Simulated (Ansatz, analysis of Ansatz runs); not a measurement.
# N3VH centre in diamond: local vibrational mode, PBE

How near does this set-up come to the measured local vibrational mode? Subject: N3VH centre in diamond. Set-up: PBE, 64-site cell, PBE lattice, 420 eV, k: the single point 1/4 1/4 1/4, anharmonic cut along the mode. The model is a cell of 64 host atoms with 1 site emptied, N put on another atom's site, N put on another atom's site, N put on another atom's site and H put in between. The frequencies come from force constants among the defect atom and its neighbours, with the masses of the isotopes named.

What was measured. C-H stretch, 1H: 3107 cm⁻¹, by FTIR absorption (quoted in “Hydrogen-related defects in diamond: A comparison between observed and calculated FTIR spectra”, 2024, M.C. Day et al., quoting earlier work (2014)). C-H bend, 1H: 1405 cm⁻¹, by FTIR absorption (quoted in “Hydrogen-related defects in diamond: A comparison between observed and calculated FTIR spectra”, 2024, M.C. Day et al., quoting earlier work (1991)). The runs below try to reproduce this.

Program: Ansatz 0.2.0. Level of theory: plane-wave PAW DFT, PBE; relaxation of all atoms of a defect supercell. Results are calculated unless marked as measured.

Report form: the programs' logs are mostly left out.

### 1. The starting structure

The cell holds 64 atoms: 60 C, 3 N and 1 H. Cell: a = 7.143 Å, b = 7.143 Å, c = 7.143 Å, α = 90.0°, β = 90.0°, γ = 90.0°. It derives from C (space group Fd-3m). Nearest the centre at fractional (0.375, 0.375, 0.375): H64 at 0.45 Å, N4 at 1.55 Å, N41 at 1.55 Å, N26 at 1.55 Å, C48 at 1.55 Å, C14 at 2.53 Å, C13 at 2.53 Å, C5 at 2.53 Å.

The host's primitive cell comes from a first run (plane-wave PAW DFT, PBE; relaxation of the host's cell and atoms): vectors of 2.525, 2.525 and 2.525 Å. That is 5.69 Å³ an atom, 0.4 % over the diffraction cell's volume. The supercell is built on it.

### 2. Relaxation, charge 0

Every later number rests on the structure around the defect, so the atoms are relaxed at the host's lattice first.

File relax/input.yaml:

```yaml
relax:
  f_tol: 0.01
  max_steps: 80
  random_displacement: { amplitude: 0.02, seed: 680 }
crystal:
  lattice:
    - [7.14316351, 0.0, 0.0]
    - [0.0, 7.14316351, 0.0]
    - [0.0, 0.0, 7.14316351]
  atoms:
    - { symbol: C, position: [0.0, 0.0, 0.25] }
    - { symbol: C, position: [0.0, 0.25, 0.0] }
    - { symbol: C, position: [0.25, 0.0, 0.0] }
    - { symbol: "N", position: [0.25, 0.25, 0.25] }
    - { symbol: C, position: [0.125, 0.125, 0.375] }
    - { symbol: C, position: [0.125, 0.375, 0.125] }
    - { symbol: C, position: [0.375, 0.125, 0.125] }
    - { symbol: C, position: [0.0, 0.0, 0.75] }
    - { symbol: C, position: [0.0, 0.25, 0.5] }
    - { symbol: C, position: [0.25, 0.0, 0.5] }
    - { symbol: C, position: [0.25, 0.25, 0.75] }
    - { symbol: C, position: [0.125, 0.125, 0.875] }
    - { symbol: C, position: [0.125, 0.375, 0.625] }
    - { symbol: C, position: [0.375, 0.125, 0.625] }
    - { symbol: C, position: [0.375, 0.375, 0.875] }
    - { symbol: C, position: [0.0, 0.5, 0.25] }
    - { symbol: C, position: [0.0, 0.75, 0.0] }
    - { symbol: C, position: [0.25, 0.5, 0.0] }
    - { symbol: C, position: [0.25, 0.75, 0.25] }
    - { symbol: C, position: [0.125, 0.625, 0.375] }
    - { symbol: C, position: [0.125, 0.875, 0.125] }
    - { symbol: C, position: [0.375, 0.625, 0.125] }
    - { symbol: C, position: [0.375, 0.875, 0.375] }
    - { symbol: C, position: [0.0, 0.5, 0.75] }
    - { symbol: C, position: [0.0, 0.75, 0.5] }
    - { symbol: "N", position: [0.25, 0.5, 0.5] }
    - { symbol: C, position: [0.25, 0.75, 0.75] }
    - { symbol: C, position: [0.125, 0.625, 0.875] }
    - { symbol: C, position: [0.125, 0.875, 0.625] }
    - { symbol: C, position: [0.375, 0.625, 0.625] }
    - { symbol: C, position: [0.375, 0.875, 0.875] }
    - { symbol: C, position: [0.5, 0.0, 0.25] }
    - { symbol: C, position: [0.5, 0.25, 0.0] }
    - { symbol: C, position: [0.75, 0.0, 0.0] }
    - { symbol: C, position: [0.75, 0.25, 0.25] }
    - { symbol: C, position: [0.625, 0.125, 0.375] }
    - { symbol: C, position: [0.625, 0.375, 0.125] }
    - { symbol: C, position: [0.875, 0.125, 0.125] }
    - { symbol: C, position: [0.875, 0.375, 0.375] }
    - { symbol: C, position: [0.5, 0.0, 0.75] }
    - { symbol: "N", position: [0.5, 0.25, 0.5] }
    - { symbol: C, position: [0.75, 0.0, 0.5] }
    - { symbol: C, position: [0.75, 0.25, 0.75] }
    - { symbol: C, position: [0.625, 0.125, 0.875] }
    - { symbol: C, position: [0.625, 0.375, 0.625] }
    - { symbol: C, position: [0.875, 0.125, 0.625] }
    - { symbol: C, position: [0.875, 0.375, 0.875] }
    - { symbol: C, position: [0.5, 0.5, 0.25] }
    - { symbol: C, position: [0.5, 0.75, 0.0] }
    - { symbol: C, position: [0.75, 0.5, 0.0] }
    - { symbol: C, position: [0.75, 0.75, 0.25] }
    - { symbol: C, position: [0.625, 0.625, 0.375] }
    - { symbol: C, position: [0.625, 0.875, 0.125] }
    - { symbol: C, position: [0.875, 0.625, 0.125] }
    - { symbol: C, position: [0.875, 0.875, 0.375] }
    - { symbol: C, position: [0.5, 0.5, 0.75] }
    - { symbol: C, position: [0.5, 0.75, 0.5] }
    - { symbol: C, position: [0.75, 0.5, 0.5] }
    - { symbol: C, position: [0.75, 0.75, 0.75] }
    - { symbol: C, position: [0.625, 0.625, 0.875] }
    - { symbol: C, position: [0.625, 0.875, 0.625] }
    - { symbol: C, position: [0.875, 0.625, 0.625] }
    - { symbol: C, position: [0.875, 0.875, 0.875] }
    - { symbol: H, position: [0.410971, 0.410971, 0.339029] }
basis:
  ecutwfc: 420
  xc_grid: 2
hamiltonian:
  xc: pbe
kpoints:
  mp_grid: { grid: [1, 1, 1], shift: [0.25, 0.25, 0.25] }
scf:
  occupations: { method: fermi_dirac, width: 0.01 }
  max_iter: 120
output:
  forces: true
checkpoint:
  write: "../relax.run"
  compress: false
  write_wavefunctions: true
  write_every: 100000
```

Launch:

```sh
$ ansatz run input.yaml --threads 2 --pin off --max-ram 3768MiB --backend cpu --events-out ev --progress --plain --runs-dir out
```

Wall time 14 s (2 threads of Intel Xeon 6975P-C (Granite Rapids), shared host); peak memory 0.77 GiB.

Step by step:

| step | energy less that of the first step (eV) | largest force component (eV/Å) |
| --- | --- | --- |
| 1 | 0.0000 | 2.5018 |
| 2 | -1.1874 | 1.1805 |
| 3 | -1.5414 | 0.2239 |
| 4 | -1.5429 | 0.2408 |
| 5 | -1.5545 | 0.0291 |
| 6 | -1.5547 | 0.0066 |

The atoms that moved most (Å, from the sites as typed, ahead of the random displacement):

| atom | dx | dy | dz | length |
| --- | --- | --- | --- | --- |
| N26 | -0.075 | 0.073 | 0.073 | 0.128 |
| N41 | 0.073 | -0.075 | 0.073 | 0.128 |
| N4 | -0.072 | -0.072 | -0.070 | 0.124 |
| H64 | 0.060 | 0.061 | -0.075 | 0.114 |
| C48 | 0.049 | 0.049 | -0.052 | 0.087 |
| C5 | 0.009 | 0.009 | -0.037 | 0.039 |
| C13 | 0.006 | 0.037 | -0.006 | 0.038 |
| C14 | 0.037 | 0.006 | -0.006 | 0.038 |

Neighbours of the ideal centre at the end:

| atom | distance (Å) |
| --- | --- |
| H64 | 0.559 |
| C48 | 1.634 |
| N4 | 1.671 |
| N41 | 1.672 |
| N26 | 1.675 |
| C5 | 2.513 |
| C14 | 2.515 |
| C13 | 2.517 |
| C7 | 2.518 |
| C6 | 2.519 |
| C45 | 2.520 |
| C36 | 2.520 |
| C30 | 2.521 |
| C20 | 2.523 |
| C52 | 2.532 |
| C37 | 2.534 |

Neighbours of the added atoms: H64: C48 1.08, N4 1.92, N26 1.94 Å.

Numbers from this step:

```
free energy : -16212.8453 eV
```

The relaxation ends 24 meV an atom lower than the displaced start, with a largest force component of 0.0066 eV/Å.

### 3. Local vibrational modes

A local mode lives on the defect and the atoms next to it, so only the sites listed in the input are displaced, which costs far fewer SCF runs than the whole cell would.

This step: plane-wave PAW DFT, PBE; finite-displacement force constants among the atoms nearest to a defect, the others at rest.

File modes/input.yaml:

```yaml
crystal:
  lattice:
    - [7.14316351, 0.0, 0.0]
    - [0.0, 7.14316351, 0.0]
    - [0.0, 0.0, 7.14316351]
  atoms:
    - { symbol: C, position: [-0.001379617, -0.001091583, 0.250022276] }
    - { symbol: C, position: [-0.001345345, 0.250004871, -0.001165405] }
    - { symbol: C, position: [0.249707062, -0.001047278, -0.001163425] }
    - { symbol: "N", position: [0.239724199, 0.240012197, 0.240059378] }
    - { symbol: C, position: [0.126121763, 0.126418273, 0.369654466] }
    - { symbol: C, position: [0.125593769, 0.370017504, 0.125725387] }
    - { symbol: C, position: [0.369726381, 0.125871788, 0.125726683] }
    - { symbol: C, position: [0.000127984, 0.000413247, 0.749422999] }
    - { symbol: C, position: [0.002429844, 0.252297682, 0.497552823] }
    - { symbol: C, position: [0.252008087, 0.002725237, 0.497550929] }
    - { symbol: C, position: [0.25204018, 0.252334192, 0.74687943] }
    - { symbol: C, position: [0.125299023, 0.125597105, 0.873269384] }
    - { symbol: C, position: [0.125729326, 0.380296706, 0.623967283] }
    - { symbol: C, position: [0.379995008, 0.126020614, 0.623977456] }
    - { symbol: C, position: [0.374895156, 0.375183082, 0.874935822] }
    - { symbol: C, position: [0.002012337, 0.497799517, 0.25206287] }
    - { symbol: C, position: [-0.000315833, 0.749433905, 0.000378073] }
    - { symbol: C, position: [0.25072312, 0.498612312, 0.001310651] }
    - { symbol: C, position: [0.250643966, 0.748435425, 0.251188198] }
    - { symbol: C, position: [0.125225043, 0.624711202, 0.379873984] }
    - { symbol: C, position: [0.124466845, 0.874029343, 0.125633628] }
    - { symbol: C, position: [0.376404193, 0.626122791, 0.124095541] }
    - { symbol: C, position: [0.374859485, 0.875098992, 0.375046135] }
    - { symbol: C, position: [-0.001522189, 0.499689812, 0.751031063] }
    - { symbol: C, position: [-0.001630228, 0.751177306, 0.499713507] }
    - { symbol: "N", position: [0.239326066, 0.510403852, 0.510029468] }
    - { symbol: C, position: [0.249809406, 0.75126304, 0.751157811] }
    - { symbol: C, position: [0.124506044, 0.624562232, 0.876254942] }
    - { symbol: C, position: [0.125321291, 0.876968197, 0.624657841] }
    - { symbol: C, position: [0.36994506, 0.624674121, 0.624467848] }
    - { symbol: C, position: [0.374664904, 0.875373659, 0.87514276] }
    - { symbol: C, position: [0.497516765, 0.002299322, 0.252062953] }
[... 8 lines left out ...]
    - { symbol: "N", position: [0.510100002, 0.239626861, 0.510024139] }
[... 14 lines left out ...]
    - { symbol: C, position: [0.497320688, 0.497604095, 0.747239235] }
    - { symbol: C, position: [0.498195641, 0.748320537, 0.498687741] }
    - { symbol: C, position: [0.748034141, 0.498481303, 0.498684623] }
    - { symbol: C, position: [0.749070026, 0.749365597, 0.749746954] }
    - { symbol: C, position: [0.624397115, 0.624695006, 0.873818337] }
    - { symbol: C, position: [0.624291082, 0.873913701, 0.625453318] }
    - { symbol: C, position: [0.873619988, 0.624593933, 0.625459555] }
    - { symbol: C, position: [0.874741564, 0.875033858, 0.87520137] }
    - { symbol: H, position: [0.419169022, 0.419583402, 0.328346036] }
basis:
  ecutwfc: 420
  xc_grid: 2
hamiltonian:
  xc: pbe
kpoints:
  mp_grid: { grid: [1, 1, 1], shift: [0.25, 0.25, 0.25] }
scf:
  occupations: { method: fermi_dirac, width: 0.01 }
  max_iter: 120
output: {}
checkpoint:
  read: "../relax.run"
phonons:
  supercell: [1, 1, 1]
  displaced_sites: [3, 25, 40, 47, 63]
```

Run time: 65 s. Hardware: 2 threads; peak memory 0.72 GiB.

This step gave:

```yaml
free_energy: -16212.8453 eV
```

The modes with the largest weight on the probed atoms (the light atom of a pair), for the masses of each isotope. Modes of the displaced atoms (local only where they lie over the host's phonons):

| isotopes | mode (cm⁻¹) | share of the defect atoms |
| --- | --- | --- |
| H | 3165 | 0.927 |
| H | 1339 | 0.851 |
| H | 1312 | 0.862 |

### 4. Point 1 along the mode

A light atom samples the curved part of its well, so the energy is mapped along the mode and the one-dimensional Schrödinger equation solved on it.

This step: plane-wave PAW DFT, PBE; single point of a defect supercell.

cut0/input.yaml, as its differences from modes/input.yaml of step 3:

```diff
@@ -9,3 +9,3 @@
     - { symbol: C, position: [0.249707062, -0.001047278, -0.001163425] }
-    - { symbol: "N", position: [0.239724199, 0.240012197, 0.240059378] }
+    - { symbol: "N", position: [0.239691491, 0.239979535, 0.240089039] }
     - { symbol: C, position: [0.126121763, 0.126418273, 0.369654466] }
@@ -31,3 +31,3 @@
     - { symbol: C, position: [-0.001630228, 0.751177306, 0.499713507] }
-    - { symbol: "N", position: [0.239326066, 0.510403852, 0.510029468] }
+    - { symbol: "N", position: [0.239285967, 0.510391831, 0.510071234] }
     - { symbol: C, position: [0.249809406, 0.75126304, 0.751157811] }
@@ -39,3 +39,3 @@
 [... 8 lines left out ...]
-    - { symbol: "N", position: [0.510100002, 0.239626861, 0.510024139] }
+    - { symbol: "N", position: [0.510088009, 0.239586695, 0.510066003] }
 [... 14 lines left out ...]
@@ -49,3 +49,3 @@
     - { symbol: C, position: [0.874741564, 0.875033858, 0.87520137] }
-    - { symbol: H, position: [0.419169022, 0.419583402, 0.328346036] }
+    - { symbol: H, position: [0.443136162, 0.443524025, 0.304266105] }
 basis:
@@ -60,7 +60,5 @@
   max_iter: 120
-output: {}
+output:
+  forces: true
 checkpoint:
   read: "../relax.run"
-phonons:
-  supercell: [1, 1, 1]
-  displaced_sites: [3, 25, 40, 47, 63]
```

Wall time 3 s (2 threads); peak memory 0.69 GiB; 5.7 s of CPU time.

Read from the output:

```yaml
free_energy: -16209.2080 eV
```

The series, run alike:

| run | outcome | energy less the first (eV) | moment (μB) | time |
| --- | --- | --- | --- | --- |
| point 1 along the mode | converged | 0.0000 | 0.00 | 3 s |
| point 2 along the mode | converged | -2.0464 | 0.00 | 2.8 s |
| point 3 along the mode | converged | -3.0141 | 0.00 | 2.6 s |
| point 4 along the mode | converged | -3.5064 | 0.00 | 2.8 s |
| point 5 along the mode | converged | -3.5435 | 0.00 | 2.7 s |
| point 6 along the mode | converged | -3.3166 | 0.00 | 2.9 s |
| point 7 along the mode | converged | -3.0387 | 0.00 | 2.7 s |
| point 8 along the mode | converged | -2.6875 | 0.00 | 2.8 s |
| point 9 along the mode | converged | -2.3327 | 0.00 | 2.8 s |

### 5. Anharmonic fundamental

Analysis of the runs above: one-dimensional Schroedinger equation on a polynomial through PBE energies along the local mode.

It gives:

- stretch: 3023 cm⁻¹
- stretch harmonic: 3165 cm⁻¹

The energy by normal coordinate:

| normal coordinate (amu½ Å) | energy (eV) |
| --- | --- |
| -0.310 | 3.64 |
| -0.227 | 1.59 |
| -0.155 | 0.623 |
| -0.077 | 0.131 |
| 0.000 | 0 |
| 0.077 | 0.0937 |
| 0.155 | 0.321 |
| 0.227 | 0.598 |
| 0.310 | 0.950 |
| 0.392 | 1.30 |

### 6. What came out

| Quantity | Value |
| --- | --- |
| distance from the defect atom to its nearest neighbour | 1.076 Å |
| C-H stretch, 1H | 3023 cm⁻¹ |
| C-H bend, 1H | 1326 cm⁻¹ |
| time of the whole chain | 1.8 min on 2 threads |

In words: C-H stretch, 1H: computed 3023 cm⁻¹, measured 3107 cm⁻¹; 84 cm⁻¹ (3 %) below the measurement. C-H bend, 1H: computed 1326 cm⁻¹, measured 1405 cm⁻¹; 79 cm⁻¹ (6 %) below the measurement. The anharmonic cut moves the C-H stretch, 1H from 3165 to 3023 cm⁻¹; a straight cut leaves out the coupling to the other modes. Only the named neighbours move, so modes near the host's band are approximate. Limits: the periodic copies of the defect are only 7.1 Å apart.

[Logs are printed without paths, hosts, clocks, repeated set-up lines and the standing remarks that a program may print on its own settings, such as how far it seeks lower states.]

[Hosts, paths, dates, database ids (printed as entryN), source tags and the programs' standing remarks are cut or masked in the printed files.]

[For some hosts the program warned that the k-mesh of the response run may be too coarse for force constants and the static dielectric constant; such warnings are not shown here.]
